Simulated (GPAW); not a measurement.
Here is a GPAW 26.7.0 calculation.

Contents of run.py:

```python
from ase import Atoms
from ase.dft.bandgap import bandgap
from ase.io import write
from ase.units import Bohr, GPa
from gpaw import GPAW, PW
from gpaw.elf import elf_from_dft_calculation

atoms = Atoms(['Bi'],
              cell=[[-1.9814305318, 1.9814305318, 1.9814305318],
                    [1.9814305318, -1.9814305318, 1.9814305318],
                    [1.9814305318, 1.9814305318, -1.9814305318]],
              scaled_positions=[[0.0, 0.0, 0.0]],
              pbc=True)

calc = GPAW(mode=PW(600),
            xc='RPBE',
            kpts={'size': (9, 9, 9), 'gamma': True},
            occupations={'name': 'methfessel-paxton', 'order': 0, 'width': 0.1},
            nbands=15,
            convergence={'density': 1e-05, 'energy': 1e-05},
            maxiter=150,
            txt='gpaw.txt')
atoms.calc = calc
energy = atoms.get_potential_energy()
forces = atoms.get_forces()
stress = atoms.get_stress()
calc.write('gs.gpw')
write('result.traj', atoms)
print(f'Energy: {energy:.6f} eV')
print('Forces (eV/A):')
print(forces.round(4))
print('Stress (GPa):', (stress / GPa).round(3))
print('Fermi level:', round(calc.get_fermi_level(), 4), 'eV')
print(f'Gap: {bandgap(calc)[0]:.4f} eV, direct: {bandgap(calc, direct=True)[0]:.4f} eV')

# fields on the real-space grid
write('density.cube', atoms, data=calc.get_pseudo_density() * Bohr**3)
write('potential.cube', atoms, data=calc.get_electrostatic_potential())
write('elf.cube', atoms, data=elf_from_dft_calculation(calc).data)
```

Potentials or basis: the program's PAW data sets (release 1.2.1) made for this functional, pw.

The run is started by

```console
$ OMP_NUM_THREADS=1 python run.py
```

(1) Estimate the pressure.

(2) Estimate the band gap on the k mesh.

Results:

(1) 2.2 GPa.

(2) none (metal or under the smearing width).

Caveat: spin-orbit coupling is left out, which moves the levels of the heavy elements.
